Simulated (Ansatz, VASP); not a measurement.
One calculation of K, two programs

The input INCAR:

```
PREC     = Accurate       # precision mode
ENCUT    = 520            # plane-wave cutoff, eV
EDIFF    = 1E-6           # SCF threshold, eV
ISMEAR   = -1             # smearing method
SIGMA    = 0.1            # smearing width, eV
LREAL    = False          # projectors in reciprocal space
LASPH    = True           # aspherical terms in the spheres
NELM     = 60             # most SCF steps
ALGO     = Fast           # electronic algorithm
ISIF     = 2              # what is computed and relaxed
LWAVE    = False          # write WAVECAR
LCHARG   = False          # write CHGCAR
NBANDS   = 20             # bands
```

The input KPOINTS:

```
regular mesh
0
Gamma
  6 6 8
```

The input POSCAR:

```
K
1.0
    7.1234872974      0.0000000000      0.0000000000
   -3.5617436487      6.1691209631      0.0000000000
    0.0000000000      0.0000000000      4.2427729596
K
3
Direct
    1.0000000000      1.0000000000      0.0000000000
    0.3333333333      0.6666666667      0.5000000000
    0.6666666667      0.3333333333      0.5000000000
```

Input for Ansatz:

```yaml
crystal:
  lattice:
    - [7.1234872974, 0.0, 0.0]
    - [-3.5617436487, 6.1691209631, 0.0]
    - [0.0, 0.0, 4.2427729596]
  atoms:
    - { symbol: K, position: [1.0, 1.0, 0.0] }
    - { symbol: K, position: [0.3333333333, 0.6666666667, 0.5] }
    - { symbol: K, position: [0.6666666667, 0.3333333333, 0.5] }
hamiltonian:
  xc: lda
  pseudopotentials:
    kind: paw
    azcp:
      K: "pseudopotentials/K.paw.azcp"
basis:
  ecutwfc: 420
  fft_grid_basis: typed
kpoints:
  mp_grid: { grid: [6, 6, 8], shift: [0, 0, 0] }
magnetization:
  spin_polarized: false
scf:
  occupations: { method: fermi_dirac, width: 0.1 }
  lower_state_search: "off"
output:
  stress: true
```

Alike in both runs: task single point; functional LDA; k mesh 6 × 6 × 8; occupations fermi-dirac, width 0.1 eV; no spin polarisation.

```csv
,VASP,Ansatz
version,VASP 6.6.1,Ansatz 0.2.0
potentials or method,"VASP PAW LDA potentials, release 64 (K_sv)","plane waves (420 eV) with PAW, scalar-relativistic"
plane-wave cutoff (eV),520,420
valence electrons in the cell,27,27
```

|  | VASP | Ansatz | Ansatz less VASP |
| --- | --- | --- | --- |
| pressure (GPa) | 0.2 | 0.2 | +0.01 |

Ansatz warned: «pseudo_functional_mismatch».
